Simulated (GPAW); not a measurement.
A run of GPAW 26.7.0 is set up as follows.

File run.py:

```python
from ase import Atoms
from ase.dft.bandgap import bandgap
from ase.io import write
from ase.units import GPa
from gpaw import GPAW, PW

atoms = Atoms(['Pb', 'S'],
              cell=[[3.653659, 0.0, 0.0],
                    [0.0, 3.653659, 0.0],
                    [0.0, 0.0, 3.653659]],
              scaled_positions=[[0.0, 0.0, 0.0],
                                [0.5, 0.5, 0.5]],
              pbc=True)

calc = GPAW(mode=PW(600),
            xc='PBE',
            kpts={'size': (7, 7, 7), 'gamma': True},
            occupations={'name': 'fermi-dirac', 'width': 0.05},
            nbands=19,
            convergence={'density': 1e-05, 'energy': 1e-05},
            maxiter=150,
            txt='gpaw.txt')
atoms.calc = calc
energy = atoms.get_potential_energy()
forces = atoms.get_forces()
stress = atoms.get_stress()
calc.write('gs.gpw')
write('result.traj', atoms)
print(f'Energy: {energy:.6f} eV')
print('Forces (eV/A):')
print(forces.round(4))
print('Stress (GPa):', (stress / GPa).round(3))
print('Fermi level:', round(calc.get_fermi_level(), 4), 'eV')
print(f'Gap: {bandgap(calc)[0]:.4f} eV, direct: {bandgap(calc, direct=True)[0]:.4f} eV')

path = atoms.cell.bandpath('GXMGRX,MR', npoints=60, eps=1e-4)
bs_calc = calc.fixed_density(kpts=path, symmetry='off', nbands=30,
                             convergence={'bands': 'CBM+6.0', 'eigenstates': 1e-6}, txt='bands.txt')
bs = bs_calc.band_structure()
bs.write('bs.json')
print(f'Gap on the path: {bandgap(bs_calc)[0]:.4f} eV')
```

Potentials or basis: GPAW PAW data sets (gpaw-data 1.2.1), pw.

The run is started by

```sh
$ OMP_NUM_THREADS=1 python run.py
```

Task: What does it give for the pressure?

Result: -0.3 GPa.

Task: What does it give for the band gap along the path?

Result: None (metal or under the smearing width).

Levels at the corners of the path, in eV from the Fermi level:
```tsv
point	band 8	band 9	band 10	band 11	band 12	band 13
Γ	-1.54	-1.54	-1.54	5.53	5.53	6.55
X	-0.42	-0.42	-0.03	0.36	3.97	3.97
M	-4.38	-4.38	-0.23	4.23	4.23	5.94
Γ	-1.54	-1.54	-1.54	5.53	5.53	6.55
R	-2.32	-2.32	-2.32	-0.42	-0.42	-0.42
X	-0.42	-0.42	-0.03	0.36	3.97	3.97
M	-4.38	-4.38	-0.23	4.23	4.23	5.94
R	-2.32	-2.32	-2.32	-0.42	-0.42	-0.42
```

Caveat: spin-orbit coupling is left out, which moves the levels of the heavy elements.
